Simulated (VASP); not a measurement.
# VASP inputs for MgO (strained rocksalt)

INCAR

```
ISMEAR = -1
GGA = PE
NELM = 120
ISIF = 2
LASPH = .TRUE.
ENCUT = 520
EDIFF = 1E-7
PREC = Accurate
NSW = 0
SIGMA = 0.02
LWAVE = .FALSE.
NBANDS = 11
LREAL = .FALSE.
LCHARG = .FALSE.
IBRION = -1
```

KPOINTS

```
KPOINTS created by Atomic Simulation Environment
0
Gamma
10 10 10
0 0 0
```

KPOINTS_OPT

```
special points
6
Reciprocal
0.0000000000 0.0000000000 0.0000000000 1
0.5000000000 0.0000000000 0.5000000000 1
0.6250000000 0.2500000000 0.6250000000 1
0.3750000000 0.3750000000 0.7500000000 1
0.5000000000 0.5000000000 0.5000000000 1
0.5000000000 0.2500000000 0.7500000000 1
```

POSCAR

```
Mg O
 1.0000000000000000
     0.0000000000000000    2.1442107637999999    2.1442107637999999
     2.1442107637999999    0.0000000000000000    2.1442107637999999
     2.1442107637999999    2.1442107637999999    0.0000000000000000
 Mg  O
   1   1
Cartesian
  0.0000000000000000  0.0000000000000000  0.0000000000000000
  2.1442107637999999  2.1442107637999999  2.1442107637999999
```

VASP ran with the recommended PBE PAW datasets (8 valence electrons in the cell).

Question: What does this run give?

Answer: gap between bands v and c 4.22 eV; least direct gap 4.22 eV; pressure -4.2 GPa.

Band v is the last that the valence electrons fill when counted band by band, and c is the next. Levels in eV from the top of v:

| point | v−1 | v | c | c+1 |
| --- | --- | --- | --- | --- |
| Γ | 0.00 | 0.00 | 4.22 | 15.49 |
| X | -1.27 | -1.27 | 9.05 | 9.39 |
| K | -2.56 | -1.07 | 9.82 | 11.17 |
| L | -0.60 | -0.60 | 7.56 | 12.00 |
| W | -2.79 | -1.67 | 11.28 | 11.28 |
